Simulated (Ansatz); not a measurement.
Two G0W0 runs on In2Se3 (layers cut from the bulk crystal).

The cell holds 5 atoms: 3 Se and 2 In. Cell: a = 3.901 Å, b = 3.902 Å, c = 36.000 Å, α = 90.0°, β = 90.0°, γ = 120.0°. It derives from In2Se3. Vacuum lies along c.

```xyz
5
Lattice="3.9010 0.0006 0.0000 -1.9516 3.3787 0.0000 0.0000 0.0000 36.0000" Properties=species:S:1:pos:R:3
Se    0.0038    2.2610   14.8120
In    1.9545    1.1348   16.1649
Se    0.0052    0.0090   18.0000
In    0.0053    2.2625   19.8351
Se    1.9561    1.1363   21.1880
```

The structure was relaxed with PBEsol-D3(BJ). The runs that relaxed it are not among those shown.

The first (Ansatz 0.2.0; start PBEsol, 6×6×1 mesh, 380 empty bands, screening to 50 eV, PAW set soft_1 files; 4 threads of Arm Neoverse V1, shared host) gave, on its mesh: starting gap 0.38 eV, G0W0 gap 0.93 eV, mean of 1 + 4πα/V (set by the cell height) 4.10, 15 min.

Q: The second changes empty bands from 380 to 159 and screening cutoff (eV) from 50.0 to 28. What does it give?

It gave: starting gap 0.38 eV, G0W0 gap 0.91 eV, mean of 1 + 4πα/V (set by the cell height) 4.10, 4.9 min. The G0W0 gap moves by −0.02 eV, +0.00 eV from the start and −0.02 eV from the correction. Σc changes by +0.23 eV at the valence top and +0.21 eV at the conduction bottom, and Σx − Vxc between them by +0.00 eV.

Limits: not at the basis limit; coarse mesh for a sheet; no spin-orbit coupling.

[Paths, hosts, dates, memory and timing lines, banners, echoed tables and standing remarks are left out of the program output.]

[Logs are printed without paths, hosts, clocks, repeated set-up lines and the standing remarks that a program may print on its own settings, such as how far it seeks lower states.]

[Runs of the session that timed out or met a known fault of the program may be left out.]

[Cells called generated may have been cut or substituted from an entry of the Crystallography Open Database or the Materials Project.]

[Hosts, paths, dates, database ids (printed as entryN), source tags and the programs' standing remarks are cut or masked in the printed files.]
